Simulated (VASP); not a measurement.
Si3Ge, 4 atoms in the cell. Symmetry: P3m1, No. 156, trigonal system. The conventional cell has a = 3.895 Å, b = 3.895 Å, c = 6.432 Å, α = 90.00°, β = 90.00°, γ = 120.00°. Si (site symmetry 3m) has 1 Si at 2.38 Å and 3 Ge at 2.40 Å as nearest neighbours. Si (site symmetry 3m) is surrounded by 3 Si at 2.38 Å and 1 Ge at 2.44 Å. Si (site symmetry 3m) is surrounded by 4 Si at 2.38 Å. Ge (site symmetry 3m) has 4 Si at 2.40 to 2.44 Å as nearest neighbours. The cell was built by a generator and needn't be a form met in nature.

| Item | Value |
| --- | --- |
| Program | VASP 6.6.1 |
| Task | relaxation of cell and atoms |
| Functional | PBE |
| Potentials or basis | VASP PAW PBE potentials, release 64 (Si, Ge_d) |
| Cutoff | 520 eV |
| k mesh | 10 × 10 × 6 |
| Occupations | gaussian, width 0.1 eV |
| Spin | no spin polarisation |
| Further INCAR settings | ALGO = Normal; EDIFF = 1e-07; IBRION = 2; POTIM = 0.3; EDIFFG = -0.005; NSW = 60; ISIF = 3 |

Potentials or basis: VASP PAW PBE potentials, release 64 (Si, Ge_d).

Command:

```sh
$ cat potpaw_PBE.64/Si/POTCAR potpaw_PBE.64/Ge_d/POTCAR > POTCAR
$ mpirun -np 4 vasp_std > vasp.out
```

Hardware: 4 MPI ranks on Intel(R) Xeon(R) Platinum 8259CL CPU @ 2.50GHz (Skylake/Cascade Lake), on a shared host.

Estimate the wall time of this run.

It took 42 s on 4 MPI ranks on Intel(R) Xeon(R) Platinum 8259CL CPU @ 2.50GHz (Skylake/Cascade Lake) (shared host), peak memory 0.26 GiB a rank. Counts: scf iterations 21, k points 72, ion steps 2.
